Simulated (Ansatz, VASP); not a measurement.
**Two plane-wave programs on LiH**

INCAR

```
PREC = Accurate
ENCUT = 520
EDIFF = 1E-7
ISMEAR = 0
SIGMA = 0.05
LREAL = F
LASPH = T
NELM = 100
ALGO = Normal
ISIF = 2
LWAVE = F
LCHARG = T
GGA = PS
LELF = T
LVHAR = T
NBANDS = 9
```

File KPOINTS:

```
Automatic mesh
0
Gamma
  10 10 10
```

File POSCAR:

```
LiH
1.0
    0.0000000000      2.0325000000      2.0325000000
    2.0325000000      0.0000000000      2.0325000000
    2.0325000000      2.0325000000      0.0000000000
Li H
1 1
Direct
    0.0000000000      0.0000000000      0.0000000000
    0.5000000000      0.5000000000      0.5000000000
```

Input for Ansatz:

```yaml
crystal:
  lattice:
    - [0.0, 2.0325, 2.0325]
    - [2.0325, 0.0, 2.0325]
    - [2.0325, 2.0325, 0.0]
  atoms:
    - { symbol: Li, position: [0.0, 0.0, 0.0] }
    - { symbol: H, position: [0.5, 0.5, 0.5] }
basis:
  ecutwfc: 420
kpoints:
  mp_grid: { grid: [10, 10, 10] }
hamiltonian:
  xc: pbesol
scf:
  occupations: { method: gaussian, width: 0.05 }
output:
  forces: true
  stress: true
  eigenvalues: true
```

Alike in both runs: task single point; functional PBEsol; k mesh 10 × 10 × 10; occupations gaussian, width 0.05 eV; no spin polarisation.

|  | VASP | Ansatz |
| --- | --- | --- |
| version | VASP 6.6.1 | Ansatz 0.2.0 |
| potentials or method | VASP PAW PBE potentials, release 64 (Li_sv, H) | scalar-relativistic, plane waves, PAW |
| plane-wave cutoff (eV) | 520 | 420 |
| valence electrons in the cell | 4 | 4 |

```csv
,VASP,Ansatz,Ansatz less VASP
gap on the k mesh at the Fermi level (eV),2.78,2.78,+0.001
least direct gap on the mesh (eV),2.78,2.78,+0.001
```

 Expect the measured gap to be larger: semilocal functionals such as PBEsol lack the derivative discontinuity. A k mesh can miss the band edges.
